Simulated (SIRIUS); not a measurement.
# W under changes of volume

One of the cells (16.165 Å³/atom); the others are scaled copies at fixed shape and fractional positions:

```xyz
1
Lattice="-1.5928 1.5928 1.5928 1.5928 -1.5928 1.5928 1.5928 1.5928 -1.5928" Properties=species:S:1:pos:R:3 pbc="T T T"
W     0.0000    0.0000    0.0000
```

```yaml
Program: SIRIUS 7.12.0
Functional: PBE
Potentials_or_basis: PseudoDojo 0.4.1 PBE standard (scalar relativistic)
Cutoff: 1030 eV
Density_cutoff: 4119 eV
k_mesh: 12 × 12 × 12
Occupations: fermi-dirac, width 0.05 eV
Spin: no spin polarisation
```

```csv
volume (Å³/atom),energy over the lowest point (meV/atom),pressure (GPa)
14.897,?,?
15.214,57.06,20.2
15.531,24.43,12.7
16.165,0.00,-0.3
16.482,5.83,-5.9
16.798,22.30,-11.0
```

Problem. What does the run at 14.897 Å³/atom give?

Solution. Energy over the lowest point 105.12 meV/atom; pressure 28.4 GPa.

Worked out: A Birch-Murnaghan fit of order 3 (a polynomial in V^(-2/3)) to the other rows has its minimum at 16.16 Å³/atom with B0 = V·E''(V) = 301 GPa and B' = 3.6. It gives 105.03 meV/atom at 14.897 Å³/atom, against the run's 105.12, and -dE/dV = 28.4 GPa, against 28.4.

Energies are extrapolated to zero smearing.
